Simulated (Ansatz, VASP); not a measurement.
Two plane-wave programs on Hf

```
CELL_PARAMETERS angstrom
2.15076 -5.21105 0.00000
2.15076 5.21105 0.00000
0.00000 0.00000 4.18732
ATOMIC_POSITIONS crystal
Hf 0.15001 0.84999 0.99999
Hf 0.65001 0.34999 0.50001
Hf 0.84999 0.15001 0.00001
Hf 0.34999 0.65001 0.49999
```

Alike in both runs: functional PBEsol; k mesh 4 × 4 × 4; occupations gaussian, width 0.1 eV; no spin polarisation.

Ansatz relaxed the structure, and its values are those at the end. VASP's run is a single point on that final structure, the one shown.

|  | VASP | Ansatz |
| --- | --- | --- |
| version | VASP 6.6.1 | Ansatz 0.2.0 |
| potentials or method | VASP PAW PBE potentials, release 64 (Hf_pv) | scalar-relativistic, plane waves, PAW |
| plane-wave cutoff (eV) | 520 | 420 |
| valence electrons in the cell | 40 | 104 |

```tsv
	VASP	Ansatz	Ansatz less VASP
gap on the k mesh at the Fermi level (eV)	none	none	-
pressure (GPa)	-0.4	0.0	+0.39
rms of the force components (eV/Å)	0.025	0.003	-0.0227
```

A gap of «none» marks a metal or a gap that the smearing closes. The functional is the same, so the differences come from potentials, cutoffs and numerics. The two sets of potentials don't hold the same shells in valence.

Caveats: the k mesh is coarse (spacing up to 0.40 Å⁻¹), so the values aren't converged; the PAW data sets were made with another functional, which shifts forces and pressure a little (VASP). The runs have no spin-orbit coupling, so splittings on Hf are missing.
